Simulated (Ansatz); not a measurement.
## WC (Qusongite): relaxation of cell and atoms with PBE+D4

The system is WC (Qusongite).

```
CELL_PARAMETERS angstrom
2.90650 0.00000 0.00000
-1.45325 2.51710 0.00000
0.00000 0.00000 2.83660
ATOMIC_POSITIONS crystal
W 0.00000 0.00000 0.00000
C 0.66667 0.33333 0.50000
```

```
Program             : Ansatz 0.2.0
Task                : relaxation of cell and atoms
Functional          : PBE
Dispersion          : D4
Potentials or basis : Ansatz PAW
Cutoff              : 420 eV
Density cutoff      : 1680 eV
k mesh              : 8 × 8 × 7
Occupations         : methfessel-paxton, width 0.1 eV
Spin                : no spin polarisation
Driver              : calculator
Optimizer           : LBFGS
Fmax                : 0.02
Steps               : 30
Filter              : FrechetCellFilter
```

The relaxed volume is 10.34 Å³/atom, the relaxed cell is a = 2.904 Å, b = 2.904 Å, c = 2.832 Å, α = 90.00°, β = 90.00°, γ = 120.00° and the space group after relaxing (to 0.05 Å) is P-6m2 (No. 187). The energy gained by relaxing is 0.2 meV/atom and the ionic steps are 3. The pressure after relaxing is 0.0 GPa.

The path:
```tsv
step	energy change (eV)	largest force (eV/Å)	pressure (GPa)	volume (Å³)
1	0.0000	0.0000	-1.50	20.75
2	-0.0003	0.0000	-0.65	20.71
3	-0.0004	0.0000	0.00	20.68
```

Final structure:
```yaml
crystal:
  lattice:
    - [2.90358, 0.00000, 0.00000]
    - [-1.45179, 2.51458, 0.00000]
    - [0.00000, 0.00000, 2.83188]
  atoms:
    - { symbol: W, position: [0.00000, 0.00000, 0.00000] }
    - { symbol: C, position: [0.66667, 0.33333, 0.50000] }
```

Wall time 3.4 s on 2 threads of Arm Neoverse V1, on a shared host, peak memory 0.4 GiB.

Caveat: the pressure holds a Pulay correction of +0.3 GPa for the finite cutoff. The run has no spin-orbit coupling, so splittings on W are missing.
